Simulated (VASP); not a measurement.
# Be (Im-3m) in VASP: a series of runs

One crystal, Be, is run at these levels: PBEsol; tasks: single point.

All numbers are computed with VASP 6.6.1; they aren't measurements. Logs are shortened: lines on timing, memory, paths and dates and some standing lists are left out, and cuts for length are marked.

## Step 1: The undisturbed crystal

The structure is cubic, space group Im-3m (No. 229). The conventional cell has a = 2.506 Å, b = 2.506 Å, c = 2.506 Å, α = 90.00°, β = 90.00°, γ = 90.00°. Be (site symmetry m-3m) is surrounded by 8 Be at 2.17 Å.

This isn't the form of Be at room conditions, which is hcp.

## Step 2: Single point, PBEsol (strained and moved within a subgroup)

Input file INCAR:

```
  ALGO = Normal
  EDIFF = 1E-6
  ENCUT = 520
  GGA = PS
  ISIF = 2
  ISMEAR = 0
  LASPH = T
  LCHARG = F
  LREAL = F
  LWAVE = F
  NBANDS = 7
  NELM = 80
  PREC = Accurate
  SIGMA = 0.1
```

Input file KPOINTS:

```
k-points
0
Gamma
  20 20 20
```

Input file POSCAR:

```
Be
1.0
   -1.2888850233      1.2888850233      1.2888850233
    1.2888850233     -1.2888850233      1.2888850233
    1.2888850233      1.2888850233     -1.2888850233
Be
1
Direct
    0.0000000000      0.0000000000      0.0000000000
```

Potentials or basis: VASP PAW PBE potentials, release 64 (Be).

Launch:

```bash
$ cat potpaw_PBE.64/Be/POTCAR > POTCAR
$ mpirun -np 1 vasp_std > vasp.out
```

OUTCAR:

```text
EDIFF = 1E-6
   ENCUT = 520
   GGA = PS
   ISIF = 2
   ISMEAR = 0
   LASPH = T
   LREAL = F
   NELM = 80
   PREC = Accurate

 ion  position               nearest neighbor table
   1  0.000  0.000  0.000-

  LATTYP: Found a body centered cubic cell.
 ALAT       =     2.5777700466

  Lattice vectors:

 A1 = (  -1.2888850233,   1.2888850233,   1.2888850233)
 A2 = (   1.2888850233,  -1.2888850233,   1.2888850233)
 A3 = (   1.2888850233,   1.2888850233,  -1.2888850233)

Analysis of symmetry for initial positions (statically):
=====================================================================
 Subroutine PRICEL returns:
 Original cell was already a primitive cell.

 Routine SETGRP: Setting up the symmetry group for a
 body centered cubic supercell.

 Subroutine GETGRP returns: Found 48 space group operations
 (whereof 48 operations were pure point group operations)
 out of a pool of 48 trial point group operations.

The static configuration has the point symmetry O_h .

Analysis of symmetry for dynamics (positions and initial velocities):
=====================================================================
 Subroutine PRICEL returns:
 Original cell was already a primitive cell.

 Routine SETGRP: Setting up the symmetry group for a
 body centered cubic supercell.

 Subroutine GETGRP returns: Found 48 space group operations
 (whereof 48 operations were pure point group operations)
 out of a pool of 48 trial point group operations.

The dynamic configuration has the point symmetry O_h .

 Subroutine INISYM returns: Found 48 space group operations
 (whereof 48 operations are pure point group operations),
 and found     1 'primitive' translations

----------------------------------------------------------------------------------------

                                     Primitive cell

  volume of cell :       8.5645

  direct lattice vectors                    reciprocal lattice vectors
    -1.288885023  1.288885023  1.288885023     0.000000000  0.387932198  0.387932198
     1.288885023 -1.288885023  1.288885023     0.387932198  0.000000000  0.387932198
     1.288885023  1.288885023 -1.288885023     0.387932198  0.387932198  0.000000000

  length of vectors
     2.232414345  2.232414345  2.232414345     0.548618976  0.548618976  0.548618976

  position of ions in fractional coordinates (direct lattice)
     0.000000000  0.000000000  0.000000000

  ion indices of the primitive-cell ions
   primitive index   ion index
                 1           1

----------------------------------------------------------------------------------------

 KPOINTS: k-points

Automatic generation of k-mesh.
 Grid dimensions read from file:
 generate k-points for:   20   20   20

 Generating k-lattice:

  Cartesian coordinates                     Fractional coordinates (reciprocal lattice)
     0.000000000  0.019396610  0.019396610     0.050000000  0.000000000  0.000000000
     0.019396610  0.000000000  0.019396610     0.000000000  0.050000000  0.000000000
     0.019396610  0.019396610  0.000000000     0.000000000  0.000000000  0.050000000

  Length of vectors
     0.027430949  0.027430949  0.027430949

  Shift w.r.t. Gamma in fractional coordinates (k-lattice)
     0.000000000  0.000000000  0.000000000

 Subroutine IBZKPT returns following result:
 ===========================================

 Found    256 irreducible k-points:

 Following reciprocal coordinates:
            Coordinates               Weight
  0.000000  0.000000  0.000000      1.000000
  0.050000  0.000000  0.000000     12.000000
  0.100000  0.000000  0.000000     12.000000
  0.150000  0.000000  0.000000     12.000000
  0.200000  0.000000  0.000000     12.000000
  0.250000  0.000000  0.000000     12.000000
[... 16 lines left out ...]
  0.200000  0.100000  0.000000     48.000000
  0.250000  0.100000  0.000000     48.000000
 [... further k-points ...]
   k-points           NKPTS =    256   k-points in BZ     NKDIM =    256   number of bands    NBANDS=      7
   number of dos      NEDOS =    301   number of ions     NIONS =      1
   total plane-waves  NPLWV =   5832
   dimension x,y,z NGX =    18 NGY =   18 NGZ =   18
   dimension x,y,z NGXF=    36 NGYF=   36 NGZF=   36
   ions per type =               1
   NGX,Y,Z   is equivalent  to a cutoff of  13.40, 13.40, 13.40 a.u.
   NGXF,Y,Z  is equivalent  to a cutoff of  26.81, 26.81, 26.81 a.u.
 SYSTEM =  unknown system
   PREC   = accura    normal or accurate (medium, high low for compatibility)
   ISTART =      0    job   : 0-new  1-cont  2-samecut
   ICHARG =      2    charge: 1-file 2-atom 10-const
   ISPIN  =      1    spin polarized calculation?
   LNONCOLLINEAR =      F non collinear calculations
   LSORBIT =      F    spin-orbit coupling
   LASPH  =      T    aspherical Exc in radial PAW
   ENCUT  =  520.0 eV  38.22 Ry    6.18 a.u.   4.15  4.15  4.15*2*pi/ulx,y,z
   NELM   =     80;   NELMIN=  2; NELMDL= -5     # of ELM steps
   EDIFF  = 0.1E-05   stopping-criterion for ELM
   LREAL  =      F    real-space projection
   EDIFFG = 0.1E-04   stopping-criterion for IOM
   NSW    =      0    number of steps for IOM
   IBRION =     -1    ionic relax: 0-MD 1-quasi-New 2-CG
   NFREE  =      0    steps in history (QN), initial steepest desc. (CG)
   ISIF   =      2    stress and relaxation
   ISYM   =      2    0-nonsym 1-usesym 2-fastsym
   POTIM  = 0.5000    time-step for ionic-motion
   TEBEG  =    0.0;   TEEND  =   0.0 temperature during run
   PSTRESS=    0.0 pullay stress
   NELECT =       2.0000    total number of electrons
   NUPDOWN=      -1.0000    fix difference up-down
   EMIN   =  10.00;   EMAX   =-10.00  energy-range for DOS
   EFERMI =   0.00;   METHOD = LEGACY
   ISMEAR =     0;   SIGMA  =   0.10  broadening in eV -4-tet -1-fermi 0-gaus
   EFERMI_NEDOS =   21; number of points for ismear=-14 and -15
   IALGO  =     38    algorithm
   IMIX   =      4    mixing-type and parameters
     AMIX     =   0.40;   BMIX     =  1.00
     AMIX_MAG =   1.60;   BMIX_MAG =  1.00
  volume/ion in A,a.u.               =       8.56        57.80
  Fermi-wavevector in a.u.,A,eV,Ry     =   1.008132  1.905093 13.828006  1.016330
  Thomas-Fermi vector in A             =   2.140980
   LORBIT       =      0    0 simple, 1 ext, 2 COOP (PROOUT), +10 PAW based schemes
   GGA     = PS    functional components
   LHFCALC =     F    Hartree Fock is set to
   AEXX    =    0.0000 exact exchange contribution
   IVDW    =     0    specifies the selected vdW correction
   LEPSILON=     F    determine dielectric tensor
   LRPA    =     F    only Hartree local field effects (RPA)
 non-spin polarized calculation
 Gauss-broadening in eV      SIGMA  =   0.10
  energy-cutoff  :      520.00
  volume of cell :        8.56
 maximum number of plane-waves:       240
 NGX is ok and might be reduce to    18
   NGX =  9   NGY =  9   NGZ =  9

 number of electron       2.0000000 magnetization

 Free energy of the ion-electron system (eV)
  ---------------------------------------------------
  ext. energy  EPLUGINS =         0.00000000
  ---------------------------------------------------
  free energy    TOTEN  =        -3.87376579 eV

  energy without entropy =       -3.87294276  energy(sigma->0) =       -3.87335427

 E-fermi :   7.1998     XC(G=0): -10.3546

 val. band max:        7.1853964463   @ k =  -0.3500  -0.4000   0.0500
 cond. band min:       7.2266383384   @ k =   0.3000   0.2500   0.1500
 fundamental gap:      0.0412418921
 Fermi energy:         7.1997941009

 k-point     1 :       0.0000    0.0000    0.0000
  band No.  band energies     occupation
      1      -4.5283      2.00000
      2      25.2514      0.00000
      3      25.2514      0.00000
      4      25.2514      0.00000
      5      36.2873      0.00000
      6      36.2873      0.00000
      7      36.2873      0.00000

 k-point     2 :       0.0500    0.0000    0.0000
  band No.  band energies     occupation
      1      -4.4435      2.00000
      2      24.8504      0.00000
      3      24.9238      0.00000
      4      25.1583      0.00000
      5      35.1709      0.00000
      6      35.2641      0.00000
      7      36.8326      0.00000

 k-point     3 :       0.1000    0.0000    0.0000
  band No.  band energies     occupation
      1      -4.1891      2.00000
      2      23.6209      0.00000
      3      24.1006      0.00000
      4      24.8855      0.00000
      5      33.2174      0.00000
      6      33.5948      0.00000
      7      36.9271      0.00000

 k-point     4 :       0.1500    0.0000    0.0000
  band No.  band energies     occupation
      1      -3.7651      2.00000
      2      21.6453      0.00000
      3      23.0612      0.00000
      4      24.4584      0.00000
      5      31.9423      0.00000
      6      31.9938      0.00000
      7      36.5179      0.00000

 k-point     5 :       0.2000    0.0000    0.0000
  band No.  band energies     occupation
      1      -3.1721      2.00000
      2      19.2255      0.00000
      3      22.0008      0.00000
      4      23.9271      0.00000
      5      30.5716      0.00000
      6      31.3074      0.00000
      7      36.5498      0.00000
[... 161 lines left out ...]
 k-point    22 :       0.1500    0.1000    0.0000
  band No.  band energies     occupation
      1      -2.9166      2.00000
      2      19.2910      0.00000
      3      20.5601      0.00000
      4      22.9283      0.00000
      5      31.2151      0.00000
      6      31.6022      0.00000
      7      36.7091      0.00000

 k-point    23 :       0.2000    0.1000    0.0000
  band No.  band energies     occupation
      1      -2.1556      2.00000
      2      16.7642      0.00000
      3      19.6281      0.00000
      4      22.1916      0.00000
      5      31.0215      0.00000
      6      31.1760      0.00000
      7      37.1707      0.00000

 k-point    24 :       0.2500    0.1000    0.0000
  band No.  band energies     occupation
      1      -1.2336      2.00000
      2      14.2659      0.00000
      3      18.8339      0.00000
      4      21.5211      0.00000
      5      30.4737      0.00000
      6      31.3212      0.00000
      7      37.8752      0.00000

 [... further k-points ...]

------------------------ aborting loop because EDIFF is reached ----------------------------------------

  FORCE on cell =-STRESS in cart. coord.  units (eV):
  Direction    XX          YY          ZZ          XY          YZ          ZX
  --------------------------------------------------------------------------------------
  -------------------------------------------------------------------------------------
  Total       -0.5547928     -0.5547928     -0.5547928     -0.0000000     -0.0000000      0.0000000
  in kB     -103.7860272   -103.7860272   -103.7860272     -0.0000000     -0.0000000      0.0000000
  external PRESSURE =    -103.7860272 kB  Pullay stress =       0.0000000 kB

 VOLUME and BASIS-vectors are now :
 -----------------------------------------------------------------------------
  energy-cutoff  :      520.00
  volume of cell :        8.56
      direct lattice vectors                 reciprocal lattice vectors
    -1.288885023  1.288885023  1.288885023     0.000000000  0.387932198  0.387932198
     1.288885023 -1.288885023  1.288885023     0.387932198  0.000000000  0.387932198
     1.288885023  1.288885023 -1.288885023     0.387932198  0.387932198  0.000000000

 POSITION                                       TOTAL-FORCE (eV/Angst)
 -----------------------------------------------------------------------------------
      0.00000      0.00000      0.00000        -0.000000      0.000000      0.000000
 -----------------------------------------------------------------------------------
    total drift:                                0.000000      0.000000      0.000000

  FREE ENERGIE OF THE ION-ELECTRON SYSTEM (eV)
  ---------------------------------------------------
  free  energy   TOTEN  =        -3.8737657899 eV

  energy  without entropy=       -3.8729427570  energy(sigma->0) =       -3.87335427
```

Wall time 6.4 s (1 thread of AMD EPYC 9R45 (Zen 5), shared host); peak memory 0.09 GiB.

What came out:

```yaml
Free_energy: -3.8738 eV
Pressure: -10.4 GPa
Band_gap_on_the_k_mesh: none (metal or under the smearing width)
```

Levels at points of the mesh, in eV from the Fermi level:
| k point | band 1 | band 2 | band 3 | band 4 |
| --- | --- | --- | --- | --- |
| (0.00, 0.00, 0.00) | -11.73 | 18.05 | 18.05 | 18.05 |
| (0.50, 0.00, 0.00) | -4.90 | 0.15 | 11.43 | 14.49 |
| (0.50, 0.50, 0.50) | 3.70 | 3.70 | 3.70 | 9.41 |

Caveat: the PAW data sets were made with another functional, which shifts forces and pressure a little.

## Step 3: Single point, PBEsol (Be replaced by Ca, lengths x 1.500, strained and moved within the space group)

Input file INCAR:

```
ALGO = Fast
EDIFF = 1E-6
ENCUT = 520
GGA = PS
ISIF = 2
ISMEAR = 0
LASPH = T
LCHARG = F
LREAL = F
LWAVE = F
NBANDS = 11
NELM = 100
PREC = Accurate
SIGMA = 0.1
```

Input file KPOINTS:

```
k-points
0
Gamma
  16 16 16
```

Input file POSCAR:

```
Ca
1.0
   -1.8638545093      1.8638545093      1.8638545093
    1.8638545093     -1.8638545093      1.8638545093
    1.8638545093      1.8638545093     -1.8638545093
Ca
1
Direct
    0.0000000000      0.0000000000      0.0000000000
```

Potentials or basis: VASP PAW PBE potentials, release 64 (Ca_sv).

Launch:

```bash
$ cat potpaw_PBE.64/Ca_sv/POTCAR > POTCAR
$ mpirun -np 1 vasp_std > vasp.out
```

Run time: 20 s. Hardware: 1 thread of AMD EPYC 9R45 (Zen 5), shared host; peak memory 0.14 GiB.

Results (log left out):

```yaml
Free_energy: -1.6161 eV
Pressure: 15.2 GPa
Band_gap_on_the_k_mesh: none (metal or under the smearing width)
```

Levels at points of the mesh, in eV from the Fermi level:
```
           k point  band 2  band 3  band 4  band 5  band 6  band 7  band 8  band 9
(0.00, 0.00, 0.00)  -21.51  -21.51  -21.51   -4.66    3.03    3.03    3.03    4.76
(0.50, 0.00, 0.00)  -22.24  -21.73  -21.52   -1.20    1.11    1.42    4.79    5.32
(0.50, 0.50, 0.50)  -22.00  -22.00  -22.00   -0.66   -0.66    6.28    6.28    6.28
```

Caveat: so large a pressure means that the cell lies far from this level's equilibrium, or that cutoff or potentials fall short; the potentials were made for another functional, which shifts forces and pressure.
